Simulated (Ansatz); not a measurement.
Space group I4_1/amd:1 (No. 141). a = 3.778 Å, b = 3.778 Å, c = 9.584 Å, α = 90.00°, β = 90.00°, γ = 90.00°
```
atom site symmetry x y z
  Ti    4b      -4m2  0.0000  0.5000  0.7500
   O    8e      2mm.  0.0000  0.5000  0.9572
```

Equation of state of this TiO$_{2}$ structure (not necessarily the ground state), with shape and atoms relaxed at each volume where symmetry leaves them free. Computed with DFT r2SCAN, scalar-relativistic, plane waves, PAW (Ansatz).

Cutoff 500 eV; k points 8×8×6 on the computed 6-atom cell (Γ-centred); Gaussian smearing, width 0.02 eV; no spin polarisation.

```tsv
V (Å³/atom)	E − E(largest V) (meV/atom)	P (GPa)	gap on mesh (eV)
10.714	3.49	12.60	2.47
11.056	-16.25	6.00	2.54
11.398	-22.56	0.01	2.57
11.740	-16.72	-5.39	2.56
12.082	0.00	-10.17	2.54
```

Question: Fit a third-order Birch–Murnaghan equation to E(V).

Answer: V0 = 11.40 Å³/atom, B0 = 189 GPa, B0' = 2.5.